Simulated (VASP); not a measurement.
Wanted: the native input for a VASP 6.6.1 run.

- Task: relaxation of cell and atoms
- Functional: LDA
- Potentials or basis: VASP PAW LDA potentials, release 64 (Ga_d, P)
- Cutoff: 600 eV
- k mesh: 8 × 8 × 8
- Occupations: gaussian, width 0.03 eV
- Spin: no spin polarisation
- Further INCAR settings: ALGO = Normal; EDIFF = 1e-06; IBRION = 2; EDIFFG = -0.01; NSW = 90; ISIF = 3

The structure of GaP lies in POSCAR:

```
GaP
1.0
    0.0000000000      2.7252500000      2.7252500000
    2.7252500000      0.0000000000      2.7252500000
    2.7252500000      2.7252500000      0.0000000000
Ga P
1 1
Direct
    0.0000000000      0.0000000000      0.0000000000
    0.2500000000      0.2500000000      0.2500000000
```

These files were run (other wordings do the same):

INCAR

```
SYSTEM = GaP
ALGO     = Normal         ! electronic algorithm
EDIFF    = 1E-6           ! SCF threshold, eV
EDIFFG   = -0.01          ! ionic threshold
ENCUT    = 600            ! plane-wave cutoff, eV
GGA      = CA             ! functional
IBRION   = 2              ! ionic algorithm
ISIF     = 3              ! what is computed and relaxed
ISMEAR   = 0              ! smearing method
LASPH    = .True.         ! aspherical terms in the spheres
LCHARG   = .False.        ! write CHGCAR
LREAL    = .False.        ! projectors in reciprocal space
LWAVE    = .False.        ! write WAVECAR
NELM     = 80             ! most SCF steps
NSW      = 90             ! ionic steps
PREC     = Accurate       ! precision mode
SIGMA    = 0.03           ! smearing width, eV
```

KPOINTS

```
k-points
0
Gamma
  8 8 8
  0 0 0
```

Potentials or basis: VASP PAW LDA potentials, release 64 (Ga_d, P).

Run with:

```sh
$ cat potpaw_LDA.64/Ga_d/POTCAR potpaw_LDA.64/P/POTCAR > POTCAR
$ mpirun -np 1 vasp_std > vasp.out
```

Results of the run:

* Relaxed volume: 19.61 Å³/atom
* Relaxed cell: a = 3.814 Å, b = 3.814 Å, c = 3.814 Å, α = 60.00°, β = 60.00°, γ = 60.00°
* Space group after relaxing (to 0.05 Å): F-43m (No. 216)
* Energy gained by relaxing: 5.4 meV/atom
* Ionic steps: 3
* Pressure after relaxing: -0.1 GPa
* Band gap on the k mesh: 1.43 eV, indirect (least direct gap 1.90 eV)

Run time: 18 s on 1 thread of AMD EPYC 9R45 96-Core Processor (Zen 5), on a shared host, peak memory 0.14 GiB.
